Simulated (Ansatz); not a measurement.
Here is an Ansatz 0.2.0 calculation.

Contents of input.yaml:

```yaml
crystal:
  lattice:
    - [-1.44279332, 1.44279332, 1.37608145]
    - [1.44279332, -1.44279332, 1.37608145]
    - [1.44279332, 1.44279332, -1.37608145]
  atoms:
    - { symbol: Cu, position: [0.0, 0.0, 0.0], spin: 0.6, spin_axis: [0.6, 0.0, 0.0] }
hamiltonian:
  xc: lda
  pseudopotentials: { kind: paw, xc_functional: lda, accuracy: standard }
magnetization:
  noncollinear: true
  spin_orbit: false
kpoints:
  mp_grid: { grid: [13, 13, 13] }
scf:
  occupations: { method: methfessel_paxton, width: 0.15 }
output:
  forces: true
  stress: true
  eigenvalues: true
```

Potentials or basis: JTH PAW LDA.

Command:

```console
$ ansatz run input.yaml --threads 1 --pin off --max-ram 2560MiB --backend cpu --events-out ev --progress --plain --runs-dir out
```

Problem. Estimate the band gap on the k mesh.

Solution. None (metal or under the smearing width).

Problem. What does it give for the absolute moment?

Solution. 0.00 μB per cell.

Stress tensor (GPa, compression positive):
```
-7.39  0.00  0.00
 0.00 -7.39  0.00
 0.00  0.00 -7.76
```

Caveat: the starting moments weren't kept.
